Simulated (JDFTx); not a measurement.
The system is Ge.

```xyz
4
Lattice="3.9976 0.0000 0.0000 -1.9988 3.4620 0.0000 0.0000 0.0000 6.5994" Properties=species:S:1:pos:R:3 pbc="T T T"
Ge    0.0000    2.3080    6.1843
Ge    1.9988    1.1540    2.8846
Ge    0.0000    2.3080    3.7148
Ge    1.9988    1.1540    0.4151
```

This isn't the form of Ge at room conditions, which is diamond.

- Program: JDFTx 1.7.0 (patched build)
- Task: single point
- Functional: PBEsol
- Potentials or basis: PseudoDojo-SR-PBEsol-0.4.1-standard with smoothed tails
- Cutoff: 1061 eV
- Density cutoff: 8490 eV
- k mesh: 8 × 8 × 4
- Occupations: fermi-dirac, width 0.05 eV
- Spin: no spin polarisation

On this cell: pressure 0.0 GPa; largest force 0.006 eV/Å; band gap on the k mesh 0.11 eV, indirect (least direct gap 0.17 eV).

The same run follows on a disturbed copy (atoms moved at random, drawn with an rms of 0.05 Å):

```xyz
4
Lattice="3.9976 0.0000 0.0000 -1.9988 3.4620 0.0000 0.0000 0.0000 6.5994" Properties=species:S:1:pos:R:3 pbc="T T T"
Ge   -0.0176    2.3018    6.2007
Ge    2.0309    1.1743    2.8595
Ge    0.0334    2.3214    3.7435
Ge    2.0375    1.1317    0.4037
```

Problem. What changes?

Solution. The energy moves by +7.7 meV/atom; pressure 0.0 GPa; largest force 0.628 eV/Å; band gap on the k mesh 0.10 eV, indirect (least direct gap 0.12 eV).

Forces in eV/Å, atoms in the order of the input:
```
Ge   0.600 -0.136 -0.128
Ge   0.029 -0.082  0.391
Ge  -0.043  0.063 -0.379
Ge  -0.586  0.155  0.117
```

Stress tensor (GPa, compression positive):
```
-0.16  0.72 -0.56
 0.72  0.06  0.19
-0.56  0.19  0.17
```

A k mesh can miss the band edges.
